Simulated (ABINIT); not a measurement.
# WS2 (R3m) in ABINIT: notebook

The runs below take WS2 through single point, with LDA.

Everything below comes from runs of ABINIT 10.8.3 (patched build). Logs are shortened: lines on timing, memory, paths and dates and some standing lists are left out, and cuts for length are marked. The log counts tension as positive stress, the text compression.

## 1. The structure

The structure is trigonal, space group R3m (No. 160). The conventional cell has a = 3.158 Å, b = 3.158 Å, c = 18.490 Å, α = 90.00°, β = 90.00°, γ = 120.00°. W (site symmetry 3m) is surrounded by 6 S at 2.39 to 2.42 Å. S (site symmetry 3m) has 3 W at 2.42 Å as nearest neighbours. S (site symmetry 3m) is surrounded by 3 W at 2.39 Å.

Measurements of this composition are mostly on another form, of space group No. 194.

## 2. Single point, LDA

The input, run.abi:

```
# Pseudopotentials
pp_dirpath "./"
pseudos "W.upf, S.upf"

# Structure
acell 3*1.0 Angstrom
rprim
     1.5790000000     0.9116360751     6.1633333333
    -1.5790000000     0.9116360751     6.1633333333
     0.0000000000    -1.8232721501     6.1633333333
ntypat 2
znucl 74 16
natom 3
typat 1 2 2
xred
     0.0000000000     0.0000000000     0.0000000000
     0.5810000000     0.5810000000     0.5810000000
     0.7503000000     0.7503000000     0.7503000000

# Plane-wave basis
ecut 30.0

# k points
kptopt 1
ngkpt 8 8 8
nshiftk 1
shiftk 0.0 0.0 0.0

# Exchange and correlation
ixc 7

# Bands and occupations
nband 17
occopt 3
tsmear 0.05 eV

# SCF cycle
nstep 100
tolvrs 1.0e-10

# Output
iomode 3
prtwf 0
prtden 0
prteig 0
prtebands 0
enunit 2
```

Potentials or basis: PseudoDojo NC SR LDA v0.4.1 standard.

Launch:

```sh
> mpirun --bind-to none -np 4 abinit run.abi > log 2>&1
```

run.abo:

```text
.Version 10.8.3 of ABINIT
 Symmetries : space group R3 m (#160); Bravais hR (rhombohedral)
================================================================================
 Values of the parameters that define the memory need of the present run
     intxc =       0    ionmov =       0      iscf =       7    lmnmax =       8
     lnmax =       8     mgfft =      60  mpssoang =       4    mqgrid =    3001
     natom =       3  nloc_mem =       1    nspden =       1   nspinor =       1
    nsppol =       1      nsym =       6    n1xccc =    2501    ntypat =       2
    occopt =       3   xclevel =       1
       mpw =        2851          nfft =      216000          nkpt =          65
================================================================================
================================================================================

--------------------------------------------------------------------------------
------------- Echo of variables that govern the present computation ------------
--------------------------------------------------------------------------------
 -outvars: echo values of preprocessed input variables --------
            acell      1.8897261259E+00  1.8897261259E+00  1.8897261259E+00 Bohr
              amu      1.83850000E+02  3.20660000E+01
             ecut      3.00000000E+01 Hartree
           enunit           2
                       outvar_i_n : Printing only first  50 k-points.
              ixc           7
                       outvar_i_n : Printing only first  50 k-points.
         kptrlatt        8    0    0      0    8    0      0    0    8
          kptrlen      4.77420408E+01
            natom           3
            nband          17
            ngfft          60      60      60
             nkpt          65
            nstep         100
             nsym           6
           ntypat           2
                       prtocc : prtvol=0, do not print more k-points.
           occopt           3
           prtden           0
        prtebands           0
           prteig           0
            prtwf           0
            rprim      1.5790000000E+00  9.1163607510E-01  6.1633333333E+00
                      -1.5790000000E+00  9.1163607510E-01  6.1633333333E+00
                       0.0000000000E+00 -1.8232721501E+00  6.1633333333E+00
          spgroup         160
           tolvrs      1.00000000E-10
           tsmear      1.83746611E-03 Hartree
            typat      1  2  2
                       outvars : Printing only first  50 k-points.
           xangst      0.0000000000E+00  0.0000000000E+00  0.0000000000E+00
                      -5.5134224817E-17  5.8099958856E-11  1.0742690000E+01
                       2.5393573261E-16  7.5029893182E-11  1.3873047000E+01
            xcart      0.0000000000E+00  0.0000000000E+00  0.0000000000E+00
                      -1.0418858507E-16  1.0979301016E-10  2.0300741955E+01
                       4.7986898822E-16  1.4178594937E-10  2.6216259362E+01
             xred      0.0000000000E+00  0.0000000000E+00  0.0000000000E+00
                       5.8100000000E-01  5.8100000000E-01  5.8100000000E-01
                       7.5030000000E-01  7.5030000000E-01  7.5030000000E-01
            znucl       74.00000   16.00000

================================================================================

 chkinp: Checking input parameters for consistency.

================================================================================
== DATASET  1 ==================================================================

--- !DatasetInfo
iteration_state: {dtset: 1, }
dimensions: {natom: 3, nkpt: 65, mband: 17, nsppol: 1, nspinor: 1, nspden: 1, mpw: 2851, }
cutoff_energies: {ecut:  30.0, pawecutdg:  -1.0, }
electrons: {nelect:   2.60000000E+01, charge:   0.00000000E+00, occopt:   3.00000000E+00, tsmear:   1.83746611E-03, }
meta: {optdriver: 0, ionmov: 0, optcell: 0, iscf: 7, paral_kgb: 0, }
...

 Exchange-correlation functional for the present dataset will be:
  LDA: Perdew-Wang 92 LSD fit to Ceperley-Alder data - ixc=7
  J.P.Perdew and Y.Wang, PRB 45, 13244 (1992)

 Real(R)+Recip(G) space primitive vectors, cartesian coordinates (Bohr,Bohr^-1):
 R(1)=  2.9838776  1.7227425 11.6470120  G(1)=  0.1675672  0.0967450  0.0286196
 R(2)= -2.9838776  1.7227425 11.6470120  G(2)= -0.1675672  0.0967450  0.0286196
 R(3)=  0.0000000 -3.4454850 11.6470120  G(3)=  0.0000000 -0.1934899  0.0286196
 Unit cell volume ucvol=  3.5922549E+02 bohr^3
 Angles (23,13,12)=  2.84426739E+01  2.84426739E+01  2.84426739E+01 degrees

 getcut: wavevector=  0.0000  0.0000  0.0000  ngfft=  60  60  60
         ecut(hartree)=     30.000   => boxcut(ratio)=   2.00448

--- Pseudopotential description ------------------------------------------------
- pspini: atom type   1  psp file is ./W.upf
12 -1012 3 -1 1380                            pspcod,pspxc,lmax,lloc,mmax
     nproj     2     2     2     2

- pspini: atom type   2  psp file is ./S.upf
12 -1012 2 -1 1132                            pspcod,pspxc,lmax,lloc,mmax
     nproj     2     2     2     0

   7.42794390E+02                                ecore*ucvol(ha*bohr**3)
--------------------------------------------------------------------------------

================================================================================

--- !BeginCycle
iteration_state: {dtset: 1, }
solver: {iscf: 7, nstep: 100, nline: 4, wfoptalg: 0, }
tolerances: {tolvrs: 1.00E-10, }
...

     iter   Etot(hartree)      deltaE(h)  residm     vres2
 ETOT  1  -98.081530326351    -9.808E+01 9.332E-02 3.133E+02
 ETOT  2  -98.092837389371    -1.131E-02 2.131E-02 1.647E+03
 ETOT  3  -98.142236505917    -4.940E-02 1.491E-02 2.940E+00
 ETOT  4  -98.142295189001    -5.868E-05 3.728E-03 5.054E+00
 ETOT  5  -98.142371235674    -7.605E-05 9.632E-04 2.565E-02
 ETOT  6  -98.142372075892    -8.402E-07 2.135E-03 3.266E-03
 ETOT  7  -98.142372145499    -6.961E-08 2.995E-04 1.715E-04
 ETOT  8  -98.142372149803    -4.304E-09 1.068E-03 2.412E-06
 ETOT  9  -98.142372149864    -6.021E-11 3.750E-04 1.307E-07
 ETOT 10  -98.142372149869    -5.130E-12 6.003E-04 1.081E-09
 ETOT 11  -98.142372149868     1.165E-12 3.188E-04 3.766E-11

 At SCF step   11       vres2   =  3.77E-11 < tolvrs=  1.00E-10 =>converged.

 Cartesian components of stress tensor (hartree/bohr^3)
  sigma(1 1)=  1.43079612E-04  sigma(3 2)= -3.19059442E-14
  sigma(2 2)=  1.43079612E-04  sigma(3 1)=  0.00000000E+00
  sigma(3 3)=  1.27907216E-04  sigma(2 1)=  0.00000000E+00

--- !ResultsGS
iteration_state: {dtset: 1, }
comment   : Summary of ground state results
lattice_vectors:
- [  2.9838776,   1.7227425,  11.6470120, ]
- [ -2.9838776,   1.7227425,  11.6470120, ]
- [  0.0000000,  -3.4454850,  11.6470120, ]
lattice_lengths: [  12.14596,   12.14596,   12.14596, ]
lattice_angles: [ 28.443,  28.443,  28.443, ] # degrees, (23, 13, 12)
lattice_volume:   3.5922549E+02
convergence: {deltae:  1.165E-12, res2:  3.766E-11, residm:  3.188E-04, diffor: null, }
etotal    :  -9.81423721E+01
entropy   :   0.00000000E+00
fermie    :   3.60081674E-01
cartesian_stress_tensor: # hartree/bohr^3
- [  1.43079612E-04,   0.00000000E+00,   0.00000000E+00, ]
- [  0.00000000E+00,   1.43079612E-04,  -3.19059442E-14, ]
- [  0.00000000E+00,  -3.19059442E-14,   1.27907216E-04, ]
pressure_GPa:  -4.0608E+00
xred      :
- [  0.0000E+00,   0.0000E+00,   0.0000E+00,  W]
- [  5.8100E-01,   5.8100E-01,   5.8100E-01,  S]
- [  7.5030E-01,   7.5030E-01,   7.5030E-01,  S]
cartesian_forces: # hartree/bohr
- [  5.44413633E-19,   1.91183764E-18,  -1.13411378E-02, ]
- [ -9.32716833E-19,  -3.75945125E-18,   1.15256491E-02, ]
- [  3.88303200E-19,   1.84761361E-18,  -1.84511266E-04, ]
force_length_stats: {min:   1.84511266E-04, max:   1.15256491E-02, mean:   7.68376605E-03, }
...

 Integrated electronic density in atomic spheres:
 ------------------------------------------------
 Atom  Sphere_radius  Integrated_density
    1        2.00000         10.18510539
    2        2.00000          3.94404544
    3        2.00000          3.96790047
================================================================================

 ----iterations are completed or convergence reached----

 Mean square residual over all n,k,spin=   50.241E-08; max=  31.882E-05
 reduced coordinates (array xred) for    3 atoms
       0.000000000000      0.000000000000      0.000000000000
       0.581000000000      0.581000000000      0.581000000000
       0.750300000000      0.750300000000      0.750300000000
 rms dE/dt=  1.0874E-01; max dE/dt=  1.3209E-01; dE/dt below (all hartree)
    1       0.132090385008      0.132090385008      0.132090385008
    2      -0.134239356778     -0.134239356778     -0.134239356778
    3       0.002149021508      0.002149021508      0.002149021508

 cartesian coordinates (angstrom) at end:
    1      0.00000000000000     0.00000000000000     0.00000000000000
    2     -0.00000000000000     0.00000000005810    10.74268999994190
    3      0.00000000000000     0.00000000007503    13.87304699992497

 cartesian forces (hartree/bohr) at end:
    1      0.00000000000000     0.00000000000000    -0.01134113781049
    2     -0.00000000000000    -0.00000000000000     0.01152564907610
    3      0.00000000000000     0.00000000000000    -0.00018451126562
 frms,max,avg= 5.3902797E-03 1.1525649E-02   0.000E+00  0.000E+00 -1.423E-09 h/b

 cartesian forces (eV/Angstrom) at end:
    1      0.00000000000000     0.00000000000000    -0.58318475414467
    2     -0.00000000000000    -0.00000000000000     0.59267270490180
    3      0.00000000000000     0.00000000000000    -0.00948795075713
 frms,max,avg= 2.7717933E-01 5.9267270E-01   0.000E+00  0.000E+00 -7.320E-08 e/A
 length scales=  1.889726125908  1.889726125908  1.889726125908 bohr
              =  1.000000000000  1.000000000000  1.000000000000 angstroms
 Fermi (or HOMO) energy (hartree) =   0.36008   Average Vxc (hartree)=  -0.42174
 Eigenvalues (hartree) for nkpt=  65  k points:
 kpt#   1, nband= 17, wtk=  0.00195, kpt=  0.0000  0.0000  0.0000 (reduced coord)
  -2.40043   -1.08692   -1.07996   -1.07996   -0.23152   -0.15738    0.06022    0.21207
   0.21207    0.25807    0.25807    0.28565    0.29674    0.42200    0.42200    0.43526
   0.43526
      occupation numbers for kpt#   1
   2.00000    2.00000    2.00000    2.00000    2.00000    2.00000    2.00000    2.00000
   2.00000    2.00000    2.00000    2.00000    2.00000    0.00000    0.00000    0.00000
   0.00000
 prteigrs : prtvol=0 or 1, do not print more k-points.

 Fermi (or HOMO) energy (eV) =   9.79832   Average Vxc (eV)= -11.47610
 Eigenvalues (   eV  ) for nkpt=  65  k points:
 kpt#   1, nband= 17, wtk=  0.00195, kpt=  0.0000  0.0000  0.0000 (reduced coord)
 -65.31904  -29.57654  -29.38734  -29.38734   -6.30001   -4.28265    1.63869    5.77078
   5.77078    7.02232    7.02232    7.77298    8.07474   11.48333   11.48333   11.84413
  11.84413
 prteigrs : prtvol=0 or 1, do not print more k-points.

--- !EnergyTerms
iteration_state     : {dtset: 1, }
comment             : Components of total free energy in Hartree
kinetic             :  2.81501473293432E+01
hartree             :  2.57956198736763E+01
xc                  : -2.28521807511567E+01
Ewald energy        : -5.99631140346701E+01
psp_core            :  2.06776639684919E+00
local_psp           : -8.71105575240174E+01
non_local_psp       :  1.57699465772488E+01
internal            : -9.81423721327268E+01
'-kT*entropy'       : -1.71407649854390E-08
total_energy        : -9.81423721498676E+01
total_energy_eV     : -2.67058999566685E+03
band_energy         : -9.17828938528447E+00
...

 Cartesian components of stress tensor (hartree/bohr^3)
  sigma(1 1)=  1.43079612E-04  sigma(3 2)= -3.19059442E-14
  sigma(2 2)=  1.43079612E-04  sigma(3 1)=  0.00000000E+00
  sigma(3 3)=  1.27907216E-04  sigma(2 1)=  0.00000000E+00

-Cartesian components of stress tensor (GPa)         [Pressure= -4.0608E+00 GPa]
- sigma(1 1)=  4.20954753E+00  sigma(3 2)= -9.38705288E-10
- sigma(2 2)=  4.20954752E+00  sigma(3 1)=  0.00000000E+00
- sigma(3 3)=  3.76316021E+00  sigma(2 1)=  0.00000000E+00

== END DATASET(S) ==============================================================
================================================================================

 -outvars: echo values of variables after computation  --------
            acell      1.8897261259E+00  1.8897261259E+00  1.8897261259E+00 Bohr
           etotal     -9.8142372150E+01
            fcart      5.4441363293E-19  1.9118376415E-18 -1.1341137810E-02
                      -9.3271683296E-19 -3.7594512527E-18  1.1525649076E-02
                       3.8830320003E-19  1.8476136111E-18 -1.8451126562E-04
            rprim      1.5790000000E+00  9.1163607510E-01  6.1633333333E+00
                      -1.5790000000E+00  9.1163607510E-01  6.1633333333E+00
                       0.0000000000E+00 -1.8232721501E+00  6.1633333333E+00
           strten      1.4307961233E-04  1.4307961212E-04  1.2790721570E-04
                      -3.1905944223E-14  0.0000000000E+00  0.0000000000E+00
           xangst      0.0000000000E+00  0.0000000000E+00  0.0000000000E+00
                      -5.5134224817E-17  5.8099958856E-11  1.0742690000E+01
                       2.5393573261E-16  7.5029893182E-11  1.3873047000E+01
             xred      0.0000000000E+00  0.0000000000E+00  0.0000000000E+00
                       5.8100000000E-01  5.8100000000E-01  5.8100000000E-01
                       7.5030000000E-01  7.5030000000E-01  7.5030000000E-01
 Calculation completed.
```

Wall time 77 s (4 MPI ranks of Arm Neoverse V1, shared host); peak memory 0.48 GiB.

Results:

- Free energy: -2670.5900 eV
- Pressure: -4.1 GPa
- Largest force: 0.593 eV/Å
- Band gap on the k mesh: 1.10 eV, indirect (least direct gap 2.28 eV)
- Valence electrons inside the program's atomic spheres: W 10.19; S 3.94, 3.97

Forces in eV/Å, atoms in the order of the input:
```
W    0.000  0.000 -0.583
S    0.000  0.000  0.593
S    0.000  0.000 -0.009
```

Caveat: spin-orbit coupling is left out, which moves the levels of the heavy elements. A k mesh can miss the band edges.

## 3. Single point, LDA

Changes to run.abi since step 2:

```diff
@@ -5,7 +5,7 @@
 # Structure
-acell 3*1.0 Angstrom
+acell 12.1459563582 12.1459563582 12.1459563582
 rprim
-     1.5790000000     0.9116360751     6.1633333333
-    -1.5790000000     0.9116360751     6.1633333333
-     0.0000000000    -1.8232721501     6.1633333333
+     0.2456683906     0.1418367115     0.9589209504
+    -0.2456683906     0.1418367115     0.9589209504
+     0.0000000000    -0.2836734229     0.9589209504
 ntypat 2
@@ -34,3 +34,3 @@
 occopt 3
-tsmear 0.05 eV
+tsmear 0.00183747
 
@@ -46,2 +46,2 @@
 prtebands 0
-enunit 2
+enunit 1
```

Potentials or basis: PseudoDojo NC SR LDA v0.4.1 standard.

Launch:

```sh
> abinit run.abi > log 2>&1
```

run.abo:

```text
.Version 10.8.3 of ABINIT
 Symmetries : space group R3 m (#160); Bravais hR (rhombohedral)
================================================================================
 Values of the parameters that define the memory need of the present run
     intxc =       0    ionmov =       0      iscf =       7    lmnmax =       8
     lnmax =       8     mgfft =      60  mpssoang =       4    mqgrid =    3001
     natom =       3  nloc_mem =       1    nspden =       1   nspinor =       1
    nsppol =       1      nsym =       6    n1xccc =    2501    ntypat =       2
    occopt =       3   xclevel =       1
       mpw =        2851          nfft =      216000          nkpt =          65
================================================================================
================================================================================

--------------------------------------------------------------------------------
------------- Echo of variables that govern the present computation ------------
--------------------------------------------------------------------------------
[... 215 lines left out ...]
================================================================================

 -outvars: echo values of variables after computation  --------
            acell      1.2145956358E+01  1.2145956358E+01  1.2145956358E+01 Bohr
           etotal     -9.8142372150E+01
            fcart     -1.7766771779E-18 -1.6050650922E-18 -1.1341137858E-02
                       2.6077236348E-19  4.6252366088E-19  1.1525648438E-02
                       1.5159048144E-18  1.1425414313E-18 -1.8451058079E-04
            rprim      2.4566839060E-01  1.4183671150E-01  9.5892095040E-01
                      -2.4566839060E-01  1.4183671150E-01  9.5892095040E-01
                       0.0000000000E+00 -2.8367342290E-01  9.5892095040E-01
           strten      1.4307960325E-04  1.4307960139E-04  1.2790720419E-04
                      -2.0506771087E-13  0.0000000000E+00  0.0000000000E+00
           xangst      0.0000000000E+00  0.0000000000E+00  0.0000000000E+00
                      -1.4301773754E-16  3.7342975365E-10  1.0742689992E+01
                      -9.8231940722E-18  4.8224457907E-10  1.3873046990E+01
             xred      0.0000000000E+00  0.0000000000E+00  0.0000000000E+00
                       5.8100000000E-01  5.8100000000E-01  5.8100000000E-01
                       7.5030000000E-01  7.5030000000E-01  7.5030000000E-01
 Calculation completed.
```

Wall time 4.1 min (1 thread of Arm Neoverse V2, shared host); peak memory 0.15 GiB.

What came out:

| Quantity | Value |
| --- | --- |
| Free energy | -2670.5900 eV |
| Pressure | -4.1 GPa |
| Largest force | 0.593 eV/Å |
| Band gap on the k mesh | 1.10 eV, indirect (least direct gap 2.28 eV) |
| Valence electrons inside the program's atomic spheres | W 10.19; S 3.94, 3.97 |

Forces on the atoms (eV/Å):
```
W    0.000  0.000 -0.583
S    0.000  0.000  0.593
S    0.000  0.000 -0.009
```

Caveat: spin-orbit coupling is left out, which moves the levels of the heavy elements. A k mesh can miss the band edges.
